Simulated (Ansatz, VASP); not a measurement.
**AlN in VASP and in Ansatz**

```
Al N
1.0
     3.11100    0.00000    0.00000
    -1.55550    2.69421    0.00000
     0.00000    0.00000    4.97800
Al N
2 2
Cartesian
  0.0000 1.8861 0.0000
  1.5555 0.8081 2.4890
  0.0000 1.7159 1.9165
  1.5555 0.9783 4.4055
```

Change from the starting cell: mode 4 (239.4 1/cm) frozen in, largest displacement -0.090 Å.

Alike in both runs: task single point; functional PBE; k mesh 12 × 12 × 6; occupations gaussian, width 0.05 eV; no spin polarisation.

|  | VASP | Ansatz |
| --- | --- | --- |
| version | VASP 6.6.1 | Ansatz 0.2.0 |
| potentials or method | VASP PAW PBE potentials, release 64 (Al, N) | scalar-relativistic, plane waves, PAW |
| plane-wave cutoff (eV) | 520 | 420 |
| valence electrons in the cell | 16 | 16 |

Ansatz gave:

- gap on the k mesh at the Fermi level (eV): 4.06
- least direct gap on the mesh (eV): 4.06
- pressure (GPa): 3.9
- largest component of the traceless stress (GPa): 1.17
- rms of the force components (eV/Å): 0.275

**Question.** Which values does VASP return?

**Answer.** gap on the k mesh at the Fermi level (eV): 4.07; least direct gap on the mesh (eV): 4.07; pressure (GPa): 3.6; largest component of the traceless stress (GPa): 1.16; rms of the force components (eV/Å): 0.276.

Atom by atom the forces differ by 0.001 eV/Å (rms over components). The functional is the same, so the differences come from potentials, cutoffs and numerics.

A k mesh can miss the band edges.
